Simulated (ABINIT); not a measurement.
Crystal: SrO.

```
Sr O
1.0
     0.00000    2.56630    2.56630
     2.56630    0.00000    2.56630
     2.56630    2.56630    0.00000
Sr O
1 1
Direct
  0.50000 0.50000 0.50000
  0.00000 0.00000 0.00000
```

Base run:

| Property | Result |
| --- | --- |
| Program | ABINIT 10.8.3 (patched build) |
| Functional | PBE |
| Potentials or basis | JTH PAW PBE v2.0 |
| Cutoff | 626 eV |
| k mesh | 9 × 9 × 9 |
| Occupations | fermi-dirac, width 0.05 eV |
| Spin | spin-orbit coupling, no magnetisation |

Its results: band gap on the k mesh 3.35 eV, indirect (least direct gap 3.41 eV); pressure 3.0 GPa.

Problem. The run is repeated on the same cell with these changes: functional from PBE to PBEsol. What comes out?

Solution. Band gap on the k mesh 3.24 eV, indirect (least direct gap 3.30 eV); pressure -0.8 GPa.

PBEsol binds more tightly than PBE, so the same cell stands under less pressure.

Caveats: the PAW data sets were made with another functional, which shifts forces and pressure a little (some runs).

A k mesh can miss the band edges.
